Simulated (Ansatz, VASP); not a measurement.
# Au in VASP and in Ansatz

The input INCAR:

```
SYSTEM = Au
  PREC = Accurate
  ENCUT = 520
  EDIFF = 1E-7
  ISMEAR = -1
  SIGMA = 0.03
  LREAL = .False.
  LASPH = .True.
  NELM = 100
  ALGO = Normal
  ISIF = 2
  LWAVE = .False.
  LCHARG = .False.
  GGA = PE
  NBANDS = 18
```

KPOINTS

```
regular mesh
0
Gamma
  14 14 8
  0 0 0
```

File POSCAR:

```
Au
1.0
    2.9869983627      0.0000000000      0.0000000000
   -1.4934991814      2.5868164632      0.0000000000
    0.0000000000      0.0000000000      4.8800000000
Au
2
Direct
    0.3333333333      0.6666666667      0.7500000000
    0.6666666667      0.3333333333      0.2500000000
```

Input for Ansatz:

```yaml
crystal:
  lattice:
    - [2.9869983627, 0.0, 0.0]
    - [-1.4934991814, 2.5868164632, 0.0]
    - [0.0, 0.0, 4.88]
  atoms:
    - { symbol: Au, position: [0.3333333333, 0.6666666667, 0.75] }
    - { symbol: Au, position: [0.6666666667, 0.3333333333, 0.25] }
kpoints:
  mp_grid: { grid: [14, 14, 8] }
  band_path:
    path:
      - [0.0, 0.0, 0.0]
      - [0.5, 0.0, 0.0]
      - [0.3333333333, 0.3333333333, 0.0]
      - [0.0, 0.0, 0.0]
      - [0.0, 0.0, 0.5]
      - [0.5, 0.0, 0.5]
      - [0.3333333333, 0.3333333333, 0.5]
      - [0.0, 0.0, 0.5]
      - [0.5, 0.0, 0.5]
    npoints: 5
scf:
  occupations: { method: fermi_dirac, width: 0.03 }
hamiltonian:
  xc: pbe
  pseudopotentials: { kind: all_electron, lapw: { basis_error: 0.0005 } }
output:
  forces: true
  stress: true
  eigenvalues: true
```

Change from the starting cell: equal xx and yy strain of +3 %.

Alike in both runs: task single point; functional PBE; k mesh 14 × 14 × 8; occupations fermi-dirac, width 0.03 eV; no spin polarisation.

|  | VASP | Ansatz |
| --- | --- | --- |
| version | VASP 6.6.1 | Ansatz 0.2.0 |
| potentials or method | VASP PAW PBE potentials, release 64 (Au) | all-electron LAPW, scalar-relativistic |
| plane-wave cutoff (eV) | 520 | see its input |

VASP gave:

| Quantity | Value |
| --- | --- |
| pressure (GPa) | -5.6 |
| largest component of the traceless stress (GPa) | 0.46 |

**Question.** Estimate Ansatz's values.

**Answer.** Pressure (GPa): -5.4; largest component of the traceless stress (GPa): 0.48.

Ansatz ran all-electron here, so the differences hold the error of VASP's frozen core and of both bases.

The runs have no spin-orbit coupling, so splittings on Au are missing.
